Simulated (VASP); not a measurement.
Set up this calculation in VASP 6.6.1, as the native input.

| Quantity | Value |
| --- | --- |
| Task | density of states |
| Functional | PBE |
| Potentials or basis | VASP PAW PBE potentials, release 64 (Ge_d, Pt) |
| Cutoff | 520 eV |
| k mesh | 6 × 8 × 6 |
| Occupations | gaussian, width 0.1 eV |
| Spin | no spin polarisation |
| k mesh for the DOS | 9 × 12 × 9 |
| Occupations for the DOS | tetrahedron |
| Further INCAR settings | ALGO = Normal; EDIFF = 1e-06; NBANDS = 58 |

The system is GePt.

```
Ge Pt
1.0
     5.81852    0.00000    0.00000
     0.00000    3.75305    0.00000
     0.00000    0.00000    6.18411
Ge Pt
4 4
Direct
  0.68653 0.25000 0.58819
  0.81347 0.75000 0.08819
  0.31347 0.75000 0.41181
  0.18653 0.25000 0.91181
  0.99770 0.25000 0.30742
  0.50230 0.75000 0.80742
  0.00230 0.75000 0.69258
  0.49770 0.25000 0.19258
```

The cell was built by a generator and needn't be a form met in nature.

These files were run (other wordings do the same):

POSCAR

```
GePt                                    
1.0
    5.8185227341     -0.0000000000      0.0000000000
    0.0000000000      3.7530548263      0.0000000000
    0.0000000000      0.0000000000      6.1841086738
  Ge              Pt            
     4     4
Direct
     0.6865257902337981    0.2500000000000000    0.5881941477727316
     0.8134742097662019    0.7500000000000000    0.0881941477727317
     0.3134742097662019    0.7500000000000000    0.4118058522272683
     0.1865257902337980    0.2500000000000000    0.9118058522272684
     0.9977049128055914    0.2500000000000000    0.3074150737951846
     0.5022950871944086    0.7500000000000000    0.8074150737951846
     0.0022950871944087    0.7500000000000000    0.6925849262048154
     0.4977049128055913    0.2500000000000000    0.1925849262048154
```

INCAR.step1

```
SYSTEM = GePt
ALGO = Normal ; EDIFF = 1E-6
ENCUT = 520 ; GGA = PE
ISIF = 2 ; ISMEAR = 0
KPAR = 4 ; LASPH = .TRUE.
LCHARG = .TRUE. ; LMAXMIX = 4
LREAL = .FALSE. ; LWAVE = .FALSE.
NBANDS = 58 ; NELM = 100
PREC = Accurate ; SIGMA = 0.1
```

KPOINTS.step1

```
k-points
0
G
  6 8 6
  0 0 0
```

INCAR.step2

```
SYSTEM = GePt
ALGO = Normal ; EDIFF = 1E-6
ENCUT = 520 ; GGA = PE
ICHARG = 11 ; ISIF = 2
ISMEAR = -5 ; KPAR = 4
LASPH = .TRUE. ; LCHARG = .FALSE.
LMAXMIX = 4 ; LORBIT = 11
LREAL = .FALSE. ; LWAVE = .FALSE.
NBANDS = 58 ; NEDOS = 2001
NELM = 100 ; PREC = Accurate
SIGMA = 0.1
```

KPOINTS.step2

```
k-points
0
G
  9 12 9
  0 0 0
```

Potentials or basis: VASP PAW PBE potentials, release 64 (Ge_d, Pt).

Run with:

```bash
$ cat potpaw_PBE.64/Ge_d/POTCAR potpaw_PBE.64/Pt/POTCAR > POTCAR
$ cp INCAR.step1 INCAR
$ cp KPOINTS.step1 KPOINTS
$ mpirun -np 4 vasp_std > vasp.out
$ cp INCAR.step2 INCAR
$ cp KPOINTS.step2 KPOINTS
$ mpirun -np 4 vasp_std > vasp.out
```

It gave:

```
Valence electrons inside the program's atomic spheres : Ge 12.31; Pt 9.38
```

Wall time 3.2 min on 4 MPI ranks on AMD EPYC 9R45 96-Core Processor (Zen 5), with other jobs on the host, peak memory 0.95 GiB a rank.
